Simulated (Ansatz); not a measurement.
A 4-atom cell of SrO (P6_3/mmc) from a materials database, relaxed with r2SCAN, was run in the plane-wave code Ansatz under altered settings. All numbers are computed, without spin polarisation but where a row says otherwise.

```
CELL_PARAMETERS angstrom
4.27002 0.00000 0.00000
-2.13501 3.69795 0.00000
0.00000 0.00000 5.14447
ATOMIC_POSITIONS crystal
Sr 0.33333 0.66667 0.93750
Sr 0.66667 0.33333 0.43750
O 0.33333 0.66667 0.43750
O 0.66667 0.33333 0.93750
```

The base run's other keys:
```yaml
kpoints:
  mp_grid: { grid: [6, 6, 2] }
hamiltonian:
  xc: hse06
scf:
  occupations: { method: fixed }
  n_extra_bands: 5
```

It takes 13 iterations with 1583 plane waves at 420 eV and 14 k points, and leaves a mean stress of -0.06 GPa. The gap over this mesh is 4.004 eV. It ran on 4 threads of Arm Neoverse N1, on a shared host.

Outcomes, with energy and stress as changes against the base:
```csv
setting,outcome,ΔF (meV/atom),Δ mean stress (GPa),gap on the mesh (eV),iterations,wall time
"PBE hybrid, exx coeff 0.35, omega 0.3 1/Å",converged,–,-0.6,4.252,13,19 s
"PBE hybrid, exx coeff 0.2, omega 0.1 1/Å",converged,–,+0.3,3.995,13,19 s
scf.n_extra_bands: 1,converged,0.0,0.0,4.004,14,18 s
```
A dash marks a value that wasn't obtained or can't be compared. Stress is positive in compression. The base took 18 s. The base's mesh is coarse for a hybrid, so its own values aren't converged.

- PBE hybrid, exx coeff 0.35, omega 0.3 1/Å. That is 35 % exact exchange, screened with ω = 0.3 1/Å, against HSE06's 25 % screened at 0.208 1/Å. The mean stress moves by -0.6 GPa and the gap on the mesh by +0.248 eV (to 4.252). Totals of different functionals aren't comparable.
- PBE hybrid, exx coeff 0.2, omega 0.1 1/Å. That is 20 % exact exchange, screened with ω = 0.1 1/Å, against HSE06's 25 % screened at 0.208 1/Å. The mean stress moves by +0.3 GPa and the gap on the mesh by -0.009 eV (to 3.995). Totals of different functionals aren't comparable. The program warns that on this mesh the truncation of the exchange isn't bounded, so part of the change can be an error of the mesh.

Within 1 meV an atom, 0.1 GPa and 0.005 eV of the base stay: scf.n_extra_bands: 1.

Spin-orbit coupling is left out.

The program warns that its thresholds are loose for a hybrid's stress.

The meshes of the hybrids are coarse, so their gaps aren't converged to the digits shown.
